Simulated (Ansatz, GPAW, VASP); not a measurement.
**One calculation of Mg, 4 ways**

```xyz
2
Lattice="3.2093 0.0000 0.0000 -1.6046 2.7793 0.0000 0.0000 0.0000 5.2103" Properties=species:S:1:pos:R:3 pbc="T T T"
Mg    1.6047    0.9264    3.9077
Mg    0.0000    1.8529    1.3026
```

Alike in all runs: task single point; functional PBE; k mesh 10 × 10 × 5; occupations gaussian, width 0.022 eV; no spin polarisation; no spin-orbit coupling. Pressure is positive in compression and, in plane waves, holds the error of the finite cutoff, which Ansatz's Pulay term estimates and takes out.

```tsv
program and potentials	plane-wave cutoff (eV)	notes	pressure (GPa)
Ansatz, Ansatz PAW	420	10 valence electrons an atom on average	-0.44
Ansatz, all-electron LAPW, scalar-relativistic	-	-	-0.46
VASP, PBE PAW files Mg, 520 eV	520	2 valence electrons an atom on average	-0.57
GPAW, GPAW PAW data sets (gpaw-data 1.2.1)	800	10 valence electrons an atom on average	-0.53
```

The pressure spans -0.57 (VASP, PBE PAW files Mg, 520 eV) to -0.44 GPa (Ansatz, Ansatz PAW), with all-electron results at -0.46.

Differences between rows come from potentials, basis sets and numerical settings, since the functional is the same but for its coding. Runs on potential files found faulty are left out.
